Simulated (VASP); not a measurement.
A run of VASP 6.6.1 is set up as follows.

Contents of INCAR:

```
SYSTEM = W
  ALGO = Normal
  EDIFF = 1E-6
  ENCUT = 520
  ISIF = 2
  ISMEAR = -1
  LASPH = .TRUE.
  LCHARG = .FALSE.
  LMAXMIX = 4
  LMIXTAU = .TRUE.
  LREAL = .FALSE.
  LWAVE = .FALSE.
  METAGGA = R2SCAN
  NELM = 80
  PREC = Accurate
  SIGMA = 0.05
```

Contents of KPOINTS:

```
k-points
0
G
  12 12 12
  0 0 0
```

The input POSCAR:

```
W
1.0
   -1.5823450000      1.5823450000      1.5823450000
    1.5823450000     -1.5823450000      1.5823450000
    1.5823450000      1.5823450000     -1.5823450000
W
1
Direct
    0.0000000000      0.0000000000      0.0000000000
```

File KPOINTS_OPT:

```
path GHNGPH,PN
20
line-mode
reciprocal
 0.0000000000  0.0000000000  0.0000000000  G
 0.5000000000 -0.5000000000  0.5000000000  H

 0.5000000000 -0.5000000000  0.5000000000  H
 0.0000000000  0.0000000000  0.5000000000  N

 0.0000000000  0.0000000000  0.5000000000  N
 0.0000000000  0.0000000000  0.0000000000  G

 0.0000000000  0.0000000000  0.0000000000  G
 0.2500000000  0.2500000000  0.2500000000  P

 0.2500000000  0.2500000000  0.2500000000  P
 0.5000000000 -0.5000000000  0.5000000000  H

 0.2500000000  0.2500000000  0.2500000000  P
 0.0000000000  0.0000000000  0.5000000000  N
```

Potentials or basis: VASP PAW PBE potentials, release 64 (W_sv).

Run with:

```sh
$ cat potpaw_PBE.64/W_sv/POTCAR > POTCAR
$ mpirun -np 1 vasp_std > vasp.out
```

**Question.** What does it give for the pressure?

**Answer.** 2.8 GPa.

**Question.** Estimate the band gap along the path.

**Answer.** None (metal or under the smearing width).

Levels at the corners of the path, in eV from the Fermi level:
```tsv
point	band 5	band 6	band 7	band 8	band 9	band 10
Γ	-10.00	-1.15	-1.15	-1.15	2.69	2.69
H	-5.89	-5.89	5.47	5.47	5.47	8.68
H	-5.89	-5.89	5.47	5.47	5.47	8.68
N	-6.43	-3.62	0.66	2.53	3.58	6.47
N	-6.43	-3.62	0.66	2.53	3.58	6.47
Γ	-10.00	-1.15	-1.15	-1.15	2.69	2.69
Γ	-10.00	-1.15	-1.15	-1.15	2.69	2.69
P	-3.05	-3.05	-3.05	3.76	3.76	7.33
P	-3.05	-3.05	-3.05	3.76	3.76	7.33
H	-5.89	-5.89	5.47	5.47	5.47	8.68
P	-3.05	-3.05	-3.05	3.76	3.76	7.33
N	-6.43	-3.62	0.66	2.53	3.58	6.47
```

Caveat: the PAW data sets were made with another functional, which shifts forces and pressure a little; spin-orbit coupling is left out, which moves the levels of the heavy elements.
